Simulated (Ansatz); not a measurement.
# SCF log, Co

We look at Co: a measured crystal structure (space group Fm-3m, primitive cell doubled), with 2 atoms per cell. Source: COD entry 9008466; it may be a high-temperature, high-pressure or metastable form.

The calculation used DFT, PBE, PAW, plane waves, scalar-relativistic in Ansatz.

Input file:

```yaml
crystal:
  lattice:
    - [0.0, 1.774, 1.774]
    - [1.774, 0.0, 1.774]
    - [3.548, 3.548, 0.0]
  atoms:
    - { symbol: Co, position: [0.0, 0.0, 0.0], spin: 3.0 }
    - { symbol: Co, position: [0.0, 0.0, 0.5], spin: 3.0 }
magnetization:
  spin_polarized: true
hamiltonian:
  xc: pbe
  pseudopotentials: { kind: paw }
basis:
  ecutwfc: 420
kpoints:
  mp_grid: { grid: [13, 13, 7] }
scf:
  occupations: { method: fermi_dirac, width: 0.1 }
  lower_state_search: standard
output:
  forces: true
  stress: true
```

What the program printed (shortened):

```
Warning: crystal.symmetry: narrowed to the stabiliser of the k-point mesh — unitary ops 24 → 8; excluded 16 operations that carry a point of the 13×13×7 mesh (shift [0, 0, 0]) off the mesh (the run samples exactly the mesh kpoints.mp_grid names, as under crystal.symmetry.detect: false, and its converged state has the mesh's symmetry, not the crystal's; [...]
the run goes by scf.lower_state_search standard: where its kind and settings allow, a search for a lower-energy state can add stability tests and further SCF calculations, which can take several times, in some runs tens of times, as long as the SCF (see the manual's entry of the key); [...]
Pseudopotentials: kind: paw
Pseudopotential: Co, paw, valence charge 17, recommended cutoff 420 eV (normal), Co.paw.azcp
Functional definition: PBE
Crystal: 2 atoms, lattice volume = 22.332 Å³
Basis set: ecut = 420 eV, 457 PW (Γ), exchange–correlation on 36×36×72 points (8 copies of the dense FFT grid, shifted against one another)
Bands: 24, of which v1, the nominal top of the filled ones, is band 17 counted from 1 (16 counted from 0)
Symmetry: 8 space group operations
k-points: 322 of 1183
Non-local potential: Co, projectors of the file, l = 0: 3, l = 1: 2, l = 2: 3, l = 3: 1
Initial density: superposition of atomic densities (chi_scale 0.1, normalization cell)
Starting moments: Σ|m| = 6 μB on 2 of 2 sites
Initial wavefunctions: pseudopotential atomic-orbital guess
Functional: x = pbe(κ = 0.804, μ = 0.2195149727645171), c = pbe(β = 0.06672455060314922)
SCF iter   1: F=—  HF=-10251.973409 eV  |F-HF|=—  |Δ(HF+E_count)|=         —  Δρ=1.71e-1 (↑1.71e-1 ↓6.24e-2)  dr2=2.17e0  dr2_m=2.54e0  M=3.754 μB ∫|m|=3.903 μB  β_m=0.30  ethr=3.10e-3  ⟨swp⟩=5.2  Hψ=56573  notcnv=0
Mixer restart at iter 1: flushing history
preconditioner: auto → none  [metal: Δε(μ)=0.003 eV  Ē_g=10.223 eV  σ=0.100 eV  W_gap=0.01  n_scr=2 (ndim 8)  ℏωp=33.3 eV  f_vac=0.000  D(μ)=2.22/eV (n_scr^D=28)  sad-step TF]
SCF iter   2: F=—  HF=-10251.184820 eV  |F-HF|=—  |Δ(HF+E_count)|=   7.89e-1  Δρ=8.88e-2 (↑8.88e-2 ↓6.81e-2)  dr2=1.42e-1  dr2_m=1.24e0  M=3.704 μB ∫|m|=3.887 μB  β_m=0.49  ethr=3.10e-3  ⟨swp⟩=2.6  Hψ=28652  notcnv=0  defer=318
SCF iter   3: F=—  HF=-10252.153218 eV  |F-HF|=—  |Δ(HF+E_count)|=   9.68e-1  Δρ=5.99e-2 (↑5.99e-2 ↓1.99e-2)  dr2=2.72e-1  dr2_m=2.97e-1  M=3.483 μB ∫|m|=3.734 μB  β_m=0.50  ethr=4.18e-4  ⟨swp⟩=2.1  Hψ=29383  notcnv=0  defer=318
SCF iter   4: F=—  HF=-10252.290010 eV  |F-HF|=—  |Δ(HF+E_count)|=   1.37e-1  Δρ=1.29e-2 (↑4.72e-3 ↓1.29e-2)  dr2=3.80e-2  dr2_m=3.92e-3  M=3.336 μB ∫|m|=3.643 μB  β_m=0.75  ethr=4.18e-4  ⟨swp⟩=2.5  Hψ=26938  notcnv=0  defer=378
SCF iter   5: F=—  HF=-10252.300351 eV  |F-HF|=—  |Δ(HF+E_count)|=   1.03e-2  Δρ=1.14e-2 (↑2.76e-3 ↓1.14e-2)  dr2=2.12e-2  dr2_m=5.42e-3  M=3.291 μB ∫|m|=3.600 μB  β_m=0.64  ethr=1.12e-4  ⟨swp⟩=2.0  Hψ=30646  notcnv=0  defer=318
SCF iter   6: F=—  HF=-10252.304283 eV  |F-HF|=—  |Δ(HF+E_count)|=   3.93e-3  Δρ=3.62e-3 (↑8.69e-4 ↓3.62e-3)  dr2=2.00e-3  dr2_m=5.91e-4  M=3.303 μB ∫|m|=3.609 μB  β_m=0.82  ethr=6.23e-5  ⟨swp⟩=2.2  Hψ=23138  notcnv=0  defer=320
SCF iter   7: F=—  HF=-10252.304823 eV  |F-HF|=—  |Δ(HF+E_count)|=   5.39e-4  Δρ=7.12e-4 (↑1.97e-4 ↓7.12e-4)  dr2=8.98e-5  dr2_m=2.07e-5  M=3.308 μB ∫|m|=3.613 μB  β_m=0.91  ethr=5.88e-6  ⟨swp⟩=2.2  Hψ=22345  notcnv=0  defer=333
SCF iter   8: F=—  HF=-10252.304846 eV  |F-HF|=—  |Δ(HF+E_count)|=   2.33e-5  Δρ=9.44e-5 (↑2.80e-5 ↓9.44e-5)  dr2=1.65e-6  dr2_m=3.95e-7  M=3.309 μB ∫|m|=3.614 μB  β_m=0.95  ethr=2.64e-7  ⟨swp⟩=2.0  Hψ=24883  notcnv=0  defer=342
SCF iter   9: F=—  HF=-10252.304846 eV  |F-HF|=—  |Δ(HF+E_count)|=   2.62e-7  Δρ=1.11e-5 (↑6.54e-6 ↓1.11e-5)  dr2=2.88e-8  dr2_m=1.92e-9  M=3.309 μB ∫|m|=3.614 μB  β_m=0.93  ethr=4.86e-9  ⟨swp⟩=2.0  Hψ=21172  notcnv=0  defer=344
SCF iter  10: F=-10252.304846 eV  HF=-10252.304846 eV  |F-HF|=3.64e-12  |Δ(HF+E_count)|=   2.06e-9  Δρ=1.01e-6 (↑3.75e-7 ↓1.01e-6)  dr2=1.48e-10  dr2_m=5.70e-11  M=3.309 μB ∫|m|=3.614 μB  ethr=8.46e-11  ⟨swp⟩=1.7  Hψ=45698  notcnv=0
SCF 1 converged in 10 iterations: F = -10252.304846 eV  dr2 = 1.48e-10
  greatest PAW one-centre occupation: 1.001 electrons in one spin orbital (limit 2), on the Co atom at site 1 (counted from 0), in its partial waves of l = 1
SCF converged after 10 iterations
Magnetization: 3.3090 μB (18.6545 up, 15.3455 down)
Absolute magnetization: 3.6144 μB (∫|ρ↑−ρ↓|, with the PAW one-centre terms)
Spin contamination: 0.0544 ħ² per cell (⟨S²⟩ above its minimum at these occupations)
Per-site moments (μB) at R_I (Å): [(1.7244, 1.0348), (1.7244, 1.0348)]
Free energy (F): -10252.304846 eV
Harris-Foulkes:  -10252.304846 eV  (|F-HF|=3.64e-12)
Internal energy: -10252.228971 eV  (E = F + TS)
E sigma→0 (E₀):  -10252.266909 eV
Entropy (-TS):   -0.075875 eV (-37.937 meV/atom)
Fermi energy:    18.171038 eV
--- Per-component energies (eV) ---
  E_band       = -508.241722
  E_kinetic    = 905.415541
  E_local      = -5745.947937  (includes V_loc(G=0)·N_el)
  E_nonlocal   = 908.516956
  E_hartree    = 2404.976539
  E_xc         = -317.376909
  E_vxc        = -409.506638  (∫ρ·V_xc dr)
  E_paw        = -3030.166074  (= ΣΔE_a)
  E_vpaw       = -976.671702  (= ΣTr[D̂ρ^β])
  E_aug_tail   = 0.000110  (compensation charges beyond the density's cutoff)
  E_ewald      = -5377.647198
  E_smearing   = -0.075875  (= −TS)
  E_closure    = -0.000000  (closes the sum)
  Σ components = -10252.304846   (vs F -10252.304846, Δ=0.00e0)
--- Forces (eV/Å), atoms counted from 1 ---
  atom   1  Co     0.00000000     0.00000000     0.00000000
  atom   2  Co     0.00000000    -0.00000000     0.00000000
  max |Σ_I F_I| component: 1.83e-28 eV/Å
--- Stress (GPa, compression-positive) ---
       -4.581919       0.206235      -0.051016
        0.206235      -4.581919      -0.051016
       -0.051014      -0.051014      -4.680608
  P = ⅓ Tr σ = -4.6148 GPa (-46.148 kbar)
```

Among 11 converged runs of this cell from various starts and settings, this end is the lowest found.

The mesh has less symmetry than the lattice, which lowers the symmetry of the run.

The run took 13 s on 2 threads of Arm Neoverse V1 (shared host), peak memory 0.53 GiB.
